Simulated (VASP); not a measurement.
# CoO (Fm-3m) in VASP: a series of runs

Runs on CoO. Level: PBE. Tasks: relaxation of cell and atoms.

Program: VASP 6.6.1. These are calculated values, not measurements. Logs are shortened: lines on timing, memory, paths and dates and some standing lists are left out, and cuts for length are marked.

## (1) The crystal as given

The structure is cubic, space group Fm-3m (No. 225). The conventional cell has a = 4.263 Å, b = 4.263 Å, c = 4.263 Å, α = 90.00°, β = 90.00°, γ = 90.00°. Around Co (site symmetry m-3m) lie 6 O at 2.13 Å. O (site symmetry m-3m) is surrounded by 6 Co at 2.13 Å.

## (2) Relaxation of cell and atoms, PBE, collinear spin, ferromagnetic start

INCAR

```
SYSTEM = CoO
  PREC = Accurate
  ENCUT = 520
  EDIFF = 1E-7
  ISMEAR = 0
  SIGMA = 0.02
  LREAL = .FALSE.
  LASPH = .TRUE.
  NELM = 100
  ALGO = Fast
  ISIF = 3
  LWAVE = .FALSE.
  LCHARG = .FALSE.
  ISPIN = 2
  MAGMOM = 3 0
  LORBIT = 11
  LMAXMIX = 4
  GGA = PE
  IBRION = 2
  NSW = 80
  EDIFFG = -0.002
```

KPOINTS

```
Automatic mesh
0
G
  12 12 12
  0 0 0
```

POSCAR

```
CoO
1.0
    0.0000000000      2.1315000000      2.1315000000
    2.1315000000      0.0000000000      2.1315000000
    2.1315000000      2.1315000000      0.0000000000
Co O
1 1
Direct
    0.0000000000      0.0000000000      0.0000000000
    0.5000000000      0.5000000000      0.5000000000
```

Potentials or basis: VASP PAW PBE potentials, release 64 (Co, O).

Started as:

```
cat potpaw_PBE.64/Co/POTCAR potpaw_PBE.64/O/POTCAR > POTCAR
mpirun -np 1 vasp_std > vasp.out
```

OUTCAR:

```text
SYSTEM = CoO
   PREC = Accurate
   ENCUT = 520
   EDIFF = 1E-7
   ISMEAR = 0
   LREAL = .FALSE.
   LASPH = .TRUE.
   NELM = 100
   ISIF = 3
   ISPIN = 2
   LORBIT = 11
   GGA = PE
   IBRION = 2
   NSW = 80
   EDIFFG = -0.002

 ion  position               nearest neighbor table
   1  0.000  0.000  0.000-   2 2.13   2 2.13   2 2.13   2 2.13   2 2.13   2 2.13
   2  0.500  0.500  0.500-   1 2.13   1 2.13   1 2.13   1 2.13   1 2.13   1 2.13

  LATTYP: Found a face centered cubic cell.
 ALAT       =     4.2630000000

  Lattice vectors:

 A1 = (   0.0000000000,   2.1315000000,   2.1315000000)
 A2 = (   2.1315000000,   0.0000000000,   2.1315000000)
 A3 = (   2.1315000000,   2.1315000000,   0.0000000000)

Analysis of symmetry for initial positions (statically):
=====================================================================
 Subroutine PRICEL returns:
 Original cell was already a primitive cell.

 Routine SETGRP: Setting up the symmetry group for a
 face centered cubic supercell.

 Subroutine GETGRP returns: Found 48 space group operations
 (whereof 48 operations were pure point group operations)
 out of a pool of 48 trial point group operations.

The static configuration has the point symmetry O_h .

Analysis of symmetry for dynamics (positions and initial velocities):
=====================================================================
 Subroutine PRICEL returns:
 Original cell was already a primitive cell.

 Routine SETGRP: Setting up the symmetry group for a
 face centered cubic supercell.

 Subroutine GETGRP returns: Found 48 space group operations
 (whereof 48 operations were pure point group operations)
 out of a pool of 48 trial point group operations.

The dynamic configuration has the point symmetry O_h .

Analysis of structural, dynamic, and magnetic symmetry:
=====================================================================
 Subroutine PRICEL returns:
 Original cell was already a primitive cell.

 Routine SETGRP: Setting up the symmetry group for a
 face centered cubic supercell.

 Subroutine GETGRP returns: Found 48 space group operations
 (whereof 48 operations were pure point group operations)
 out of a pool of 48 trial point group operations.

The overall configuration has the point symmetry O_h .

 Subroutine INISYM returns: Found 48 space group operations
 (whereof 48 operations are pure point group operations),
 and found     1 'primitive' translations

----------------------------------------------------------------------------------------

                                     Primitive cell

  volume of cell :      19.3681

  direct lattice vectors                    reciprocal lattice vectors
     0.000000000  2.131500000  2.131500000    -0.234576589  0.234576589  0.234576589
     2.131500000  0.000000000  2.131500000     0.234576589 -0.234576589  0.234576589
     2.131500000  2.131500000  0.000000000     0.234576589  0.234576589 -0.234576589
[... 125 lines left out ...]

 number of electron      15.0000007 magnetization       2.9455152

 Free energy of the ion-electron system (eV)
  ---------------------------------------------------
  ext. energy  EPLUGINS =         0.00000000
  ---------------------------------------------------
  free energy    TOTEN  =       -13.04519416 eV

  energy without entropy =      -13.04437231  energy(sigma->0) =      -13.04478323

------------------------ aborting loop because EDIFF is reached ----------------------------------------

  FORCE on cell =-STRESS in cart. coord.  units (eV):
  Direction    XX          YY          ZZ          XY          YZ          ZX
  --------------------------------------------------------------------------------------
  -------------------------------------------------------------------------------------
  Total       -0.2720404     -0.2720404     -0.2720404      0.0000000      0.0000000      0.0000000
  in kB      -22.5039133    -22.5039133    -22.5039133      0.0000000      0.0000000      0.0000000
  external PRESSURE =     -22.5039133 kB  Pullay stress =       0.0000000 kB
[... 59 lines left out ...]
--------------------------------------- Ionic step        3  -------------------------------------------

 number of electron      15.0000005 magnetization       2.9099391

 Free energy of the ion-electron system (eV)
  ---------------------------------------------------
  ext. energy  EPLUGINS =         0.00000000
  ---------------------------------------------------
  free energy    TOTEN  =       -13.04706784 eV

  energy without entropy =      -13.04631800  energy(sigma->0) =      -13.04669292

 E-fermi :   8.0652     XC(G=0): -12.4747

 val. band max:        8.0578285480   @ k =   0.2500   0.2500   0.0000
 cond. band min:       8.0658071255   @ k =   0.4167   0.1667   0.0833
 fundamental gap:      0.0079785776
 Fermi energy:         8.0652441510

 spin component 1

 k-point     1 :       0.0000    0.0000    0.0000
  band No.  band energies     occupation
      1     -12.2237      1.00000
      2       4.7916      1.00000
      3       4.7917      1.00000
      4       4.9076      1.00000
      5       4.9076      1.00000
      6       4.9076      1.00000
      7       4.9777      1.00000
      8       4.9777      1.00000
      9       4.9777      1.00000
     10       9.1316      0.00000
     11      24.9674      0.00000
     12      26.2968      0.00000
     13      26.2968      0.00000
[... 356 lines left out ...]
      2       0.2999      1.00000
      3       1.9897      1.00000
      4       2.1050      1.00000
      5       5.5699      1.00000
      6       5.7120      1.00000
      7       6.1821      1.00000
      8       7.2016      1.00000
      9       7.9451      1.00000
     10      14.5871      0.00000
     11      17.2171      0.00000
     12      19.7807      0.00000
     13      22.1946      0.00000

 [... further k-points ...]

 spin component 2

 k-point     1 :       0.0000    0.0000    0.0000
  band No.  band energies     occupation
      1     -11.7170      1.00000
      2       5.4747      1.00000
      3       5.4747      1.00000
      4       5.4747      1.00000
      5       6.9459      1.00000
      6       6.9460      1.00000
      7       6.9460      1.00000
      8       8.1155      0.00019
      9       8.1156      0.00018
     10       9.6707      0.00000
     11      24.8752      0.00000
     12      26.7869      0.00000
     13      26.7870      0.00000
[... 397 lines left out ...]
  FREE ENERGIE OF THE ION-ELECTRON SYSTEM (eV)
  ---------------------------------------------------
  free  energy   TOTEN  =       -13.0470678418 eV

  energy  without entropy=      -13.0463180010  energy(sigma->0) =      -13.04669292

 reached required accuracy - stopping structural energy minimisation

 total charge

# of ion       s       p       d       tot
------------------------------------------
    1        0.297   0.364   7.150   7.811
    2        1.556   3.430   0.000   4.985
--------------------------------------------------
tot          1.852   3.794   7.150  12.796

 magnetization (x)

# of ion       s       p       d       tot
------------------------------------------
    1        0.021   0.018   2.519   2.558
    2        0.029   0.273   0.000   0.302
--------------------------------------------------
tot          0.050   0.291   2.519   2.860
```

CONTCAR:

```text
CoO
   1.00000000000000
     0.0000000000000000    2.1217111315778614    2.1217111315778614
     2.1217111315778614    0.0000000000000000    2.1217111315778614
     2.1217111315778614    2.1217111315778614    0.0000000000000000
  Co              O
     1     1
Direct
     0.0000000000000000    0.0000000000000000    0.0000000000000000
     0.5000000000000000    0.5000000000000000    0.5000000000000000

  0.00000000E+00  0.00000000E+00  0.00000000E+00
  0.00000000E+00  0.00000000E+00  0.00000000E+00
```

Run time: 58 s. Hardware: 1 thread of Intel Xeon Platinum 8488C (Sapphire Rapids), shared host; peak memory 0.17 GiB.

Results:

```
Free energy                                           : -13.0471 eV
Relaxed volume                                        : 9.55 Å³/atom
Relaxed cell                                          : a = 3.001 Å, b = 3.001 Å, c = 3.001 Å, α = 60.00°, β = 60.00°, γ = 60.00°
Space group after relaxing (to 0.05 Å)                : Fm-3m (No. 225)
Energy gained by relaxing                             : 0.9 meV/atom
Ionic steps                                           : 3
Pressure after relaxing                               : 0.0 GPa
Band gap on the k mesh                                : none (metal or under the smearing width)
Net moment                                            : 2.91 μB per cell
Site moments                                          : Co +2.56; O +0.30 μB
Valence electrons inside the program's atomic spheres : Co 7.81; O 4.99
```

Step by step:
```tsv
step	energy change (eV)	largest force (eV/Å)	pressure (GPa)	volume (Å³)
1	0.0000	0.0000	-2.25	19.37
2	-0.0015	0.0000	0.98	18.99
3	-0.0019	0.0000	0.01	19.10
```

Final structure:
```yaml
crystal:
  lattice:
    - [0.00000, 2.12171, 2.12171]
    - [2.12171, 0.00000, 2.12171]
    - [2.12171, 2.12171, 0.00000]
  atoms:
    - { symbol: Co, position: [0.00000, 0.00000, 0.00000] }
    - { symbol: O, position: [0.50000, 0.50000, 0.50000] }
```

Caveat: a cell with one magnetic atom can't hold antiferromagnetic order, which such compounds often take; semilocal functionals often make such compounds metallic where correlation or magnetic order opens a gap, which also shifts bond lengths. With open d or f shells a metallic result of PBE can be an artefact of self-interaction; +U or a hybrid may open a gap.

## (3) Relaxation of cell and atoms, PBE, collinear spin, ferromagnetic start

This run uses another cell than the first one, of 9.55 Å³/atom, 0.986 times its volume.

INCAR is that of step 2.

KPOINTS is that of step 2.

POSCAR

```
CoO                                     
1.0
    0.0000000000      2.1217111316      2.1217111316
    2.1217111316      0.0000000000      2.1217111316
    2.1217111316      2.1217111316      0.0000000000
  Co              O             
     1     1
Direct
     0.0000000000000000    0.0000000000000000    0.0000000000000000
     0.5000000000000000    0.5000000000000000    0.5000000000000000
```

Potentials or basis: VASP PAW PBE potentials, release 64 (Co, O).

Started as:

```
cat potpaw_PBE.64/Co/POTCAR potpaw_PBE.64/O/POTCAR > POTCAR
mpirun -np 1 vasp_std > vasp.out
```

Wall time 31 s (1 thread of Intel Xeon Platinum 8488C (Sapphire Rapids), shared host); peak memory 0.17 GiB.

Results (log left out):

```
Free energy                                           : -13.0467 eV
Pressure after relaxing                               : 0.0 GPa
Band gap on the k mesh                                : none (metal or under the smearing width)
Net moment                                            : 2.91 μB per cell
Site moments                                          : Co +2.56; O +0.30 μB
Valence electrons inside the program's atomic spheres : Co 7.81; O 4.99
```

Final structure:
```
Co O
1.0
     0.00000    2.12171    2.12171
     2.12171    0.00000    2.12171
     2.12171    2.12171    0.00000
Co O
1 1
Direct
  0.00000 0.00000 0.00000
  0.50000 0.50000 0.50000
```

Levels at points of the mesh, in eV from the Fermi level:
Spin up:
```tsv
k point	band 7	band 8	band 9	band 10	band 11	band 12
(0.00, 0.00, 0.00)	-3.09	-3.09	-3.09	1.07	16.90	18.23
(0.50, 0.00, 0.00)	-1.80	0.13	0.13	5.10	9.46	13.53
(0.50, 0.50, 0.00)	-2.40	-2.07	-2.07	5.95	9.90	11.74
```
Spin down:
| k point | band 4 | band 5 | band 6 | band 7 | band 8 | band 9 |
| --- | --- | --- | --- | --- | --- | --- |
| (0.00, 0.00, 0.00) | -2.59 | -1.12 | -1.12 | -1.12 | 0.05 | 0.05 |
| (0.50, 0.00, 0.00) | -4.69 | -0.13 | -0.13 | 0.18 | 2.74 | 2.74 |
| (0.50, 0.50, 0.00) | -3.86 | -2.26 | 0.13 | 0.13 | 0.53 | 1.01 |

Caveat: the relaxation stopped at its first step, so nothing moved; a cell with one magnetic atom can't hold antiferromagnetic order, which such compounds often take; semilocal functionals often make such compounds metallic where correlation or magnetic order opens a gap, which also shifts bond lengths. With open d or f shells a metallic result of PBE can be an artefact of self-interaction; +U or a hybrid may open a gap.
